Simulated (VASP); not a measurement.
Input of a VASP 6.6.1 run:

Contents of INCAR:

```
  PREC = Accurate
  ENCUT = 520
  EDIFF = 1E-6
  ISMEAR = 0
  SIGMA = 0.05
  LREAL = F
  LASPH = T
  NELM = 80
  ALGO = Normal
  ISIF = 2
  LWAVE = F
  LCHARG = F
  GGA = PS
  NBANDS = 18
```

Contents of KPOINTS:

```
regular mesh
0
Gamma
  9 9 6
```

Contents of POSCAR:

```
LiF
1.0
    3.0609398175      0.0000000000      0.0000000000
   -1.5304699087      2.6508516414      0.0000000000
    0.0000000000      0.0000000000      4.8073245700
Li F
2 2
Direct
    0.3333333333      0.6666666667      0.3811542600
    0.6666666667      0.3333333333      0.8811542600
    0.3333333333      0.6666666667      0.9938437400
    0.6666666667      0.3333333333      0.4938437400
```

Potentials or basis: VASP PAW PBE potentials, release 64 (Li_sv, F).

Run with:

```console
$ cat potpaw_PBE.64/Li_sv/POTCAR potpaw_PBE.64/F/POTCAR > POTCAR
$ mpirun -np 1 vasp_std > vasp.out
```

Q: Estimate the band gap on the k mesh.

A: 7.74 eV, direct.

Caveat: an odd mesh through Γ misses points on the zone boundary, where band edges often lie.
